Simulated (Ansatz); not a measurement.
How settings move the G0W0 gap of InP (F-43m)

InP (started from an entry of an open crystallographic database), relaxed with r2SCAN; one-shot G0W0 in Ansatz without spin-orbit coupling. Calculated for a static, non-magnetic cell.

```cif
data_structure
_symmetry_space_group_name_H-M 'F-43m'
_symmetry_Int_Tables_number 216
_cell_length_a 5.9076
_cell_length_b 5.9076
_cell_length_c 5.9076
_cell_angle_alpha 90.000
_cell_angle_beta 90.000
_cell_angle_gamma 90.000
_cell_volume 206.18
loop_
_atom_site_label
_atom_site_type_symbol
_atom_site_symmetry_multiplicity
_atom_site_Wyckoff_symbol
_atom_site_fract_x
_atom_site_fract_y
_atom_site_fract_z
_atom_site_occupancy
In1 In 4 a 0.00000 0.00000 0.00000 1
P1 P 4 d 0.25000 0.25000 0.75000 1
```

Gaps are read over the mesh points alone. G0W0 values are finite-basis, finite-mesh values.

| start | potentials | frequency model | mesh | empty bands | screening cutoff (eV) | Kohn-Sham gap (eV) | G0W0 gap (eV) |
| --- | --- | --- | --- | --- | --- | --- | --- |
| PBE | PAW | contour deformation | 6×6×6 | 117 | 100 | 0.58 | 1.08 |
| PBE | PAW | contour deformation | 6×6×6 | 282 | 180 | 0.58 | 1.04 |
| PBE | PAW | contour deformation | 6×6×6 | 548 | 260 | 0.58 | 1.02 |
| HSE06 | PAW | contour deformation | 6×6×6 | 282 | 180 | 1.36 | 1.49 |
| r2SCAN | PAW | contour deformation | 6×6×6 | 282 | 180 | 1.02 | 1.32 |
| PBE0 | PAW | contour deformation | 6×6×6 | 282 | 180 | 1.96 | 1.66 |
| PBE | PAW | Godby-Needs pole | 6×6×6 | 282 | 180 | 0.58 | 1.13 |
| PBE | PAW | contour deformation | 8×8×8 | 83 | 80 | 0.59 | 1.10 |
| PBE | norm-conserving | contour deformation | 6×6×6 | 282 | 180 | 0.57 | 1.07 |

G0W0 moves the gap on the mesh from 0.58 eV (PBE) to 1.02 eV (direct at Γ). Renormalisation factors Z lie between 0.71 and 0.76.

Raising bands and cutoff together moves the gap by -0.04 eV (100 to 180 eV), then -0.02 eV (180 to 260 eV); the last step is small, which bounds nothing strictly. Starting from HSE06 (1.36 eV against PBE's 0.58 eV) gives 1.49 eV, +0.45 eV from G0W0@PBE at the same screening cutoff. Starting from r2SCAN (1.02 eV against PBE's 0.58 eV) gives 1.32 eV, +0.28 eV from G0W0@PBE at the same screening cutoff. Starting from PBE0 (1.96 eV against PBE's 0.58 eV) gives 1.66 eV, +0.62 eV from G0W0@PBE at the same screening cutoff. The Godby-Needs plasmon pole differs from contour deformation by +0.09 eV. Norm-conserving potentials (wave cutoff 952 eV against 420 eV) shift the quasiparticle gap by +0.03 eV and the PBE gap by -0.01 eV. On these meshes the dielectric constant comes out too large, which adds an error that these runs don't bound. r2SCAN runs take a wave cutoff of 500 eV.

The program warns that the k mesh is coarse for exact exchange in some of these runs, so their gaps aren't converged.

With a shallow d shell on the cation, G0W0 converges slowly in bands and cutoff, so these values are in doubt.
